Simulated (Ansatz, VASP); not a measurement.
# One calculation of Bi, two programs

```xyz
1
Lattice="-2.0227 2.0227 2.0227 2.0227 -2.0227 2.0227 2.0227 2.0227 -2.0227" Properties=species:S:1:pos:R:3 pbc="T T T"
Bi    0.0000    0.0000    0.0000
```

Alike in both runs: task single point; functional PBE; dispersion D3(BJ); k mesh 16 × 16 × 16; occupations gaussian, width 0.1 eV; no spin polarisation.

|  | VASP | Ansatz |
| --- | --- | --- |
| version | VASP 6.6.1 | Ansatz 0.2.0 |
| potentials or method | VASP PAW PBE potentials, release 64 (Bi_d) | scalar-relativistic, plane waves, PAW |
| plane-wave cutoff (eV) | 520 | 420 |
| valence electrons in the cell | 15 | 15 |

```tsv
	VASP	Ansatz	Ansatz less VASP
gap on the k mesh at the Fermi level (eV)	none	none	-
pressure (GPa)	-4.4	-4.3	+0.07
```

A gap of «none» marks a metal or a gap that the smearing closes.

Caveats: spin-orbit coupling is left out, which moves the levels of the heavy elements; pairwise dispersion overbinds metals, which lowers pressure and volume.
